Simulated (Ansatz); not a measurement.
The system is Sn.

```xyz
2
Lattice="-2.9401 2.9401 1.5993 2.9401 -2.9401 1.5993 2.9401 2.9401 -1.5993" Properties=species:S:1:pos:R:3 pbc="T T T"
Sn    0.0000    0.0000    0.0000
Sn    0.0000    2.9401    0.7997
```

| Property | Result |
| --- | --- |
| Program | Ansatz 0.2.0 |
| Task | relaxation of cell and atoms |
| Functional | BLYP |
| Potentials or basis | Ansatz PAW |
| Cutoff | 420 eV (not typed: the program's choice for these potentials) |
| k mesh | 9 × 9 × 9 |
| Occupations | fermi-dirac, width 0.05 eV |
| Spin | no spin polarisation |

At the start: volume 27.65 Å³/atom.

Q: How do energy, volume and symmetry change on relaxing?

A: It ends after 5 steps and the volume is 31.19 Å³/atom (+12.8 %); space group I4_1/amd (No. 141, to 0.05 Å).

Step by step:
| step | energy change (eV) | largest force (eV/Å) | volume (Å³) |
| --- | --- | --- | --- |
| 1 | 0.0000 | 0.0000 | 55.30 |
| 2 | -0.1084 | 0.0000 | 63.42 |
| 3 | -0.1103 | 0.0000 | 62.59 |
| 4 | -0.1105 | 0.0000 | 62.37 |
| 5 | -0.1114 | 0.0000 | 62.37 |

Final structure:
```cif
data_structure
_symmetry_space_group_name_H-M 'P 1'
_symmetry_Int_Tables_number 1
_cell_length_a 4.6427
_cell_length_b 4.6427
_cell_length_c 4.6427
_cell_angle_alpha 97.332
_cell_angle_beta 97.332
_cell_angle_gamma 138.138
_cell_volume 62.37
loop_
_atom_site_label
_atom_site_type_symbol
_atom_site_fract_x
_atom_site_fract_y
_atom_site_fract_z
_atom_site_occupancy
Sn1 Sn 0.00000 0.00000 0.00000 1
Sn2 Sn 0.75000 0.25000 0.50000 1
```

Caveat: the plane-wave basis is chosen anew once the cell has moved, so the energies of steps on either side of that aren't comparable; the PAW data sets come from PBE, with cores solved anew for the run's functional, which leaves a small shift of forces and pressure.
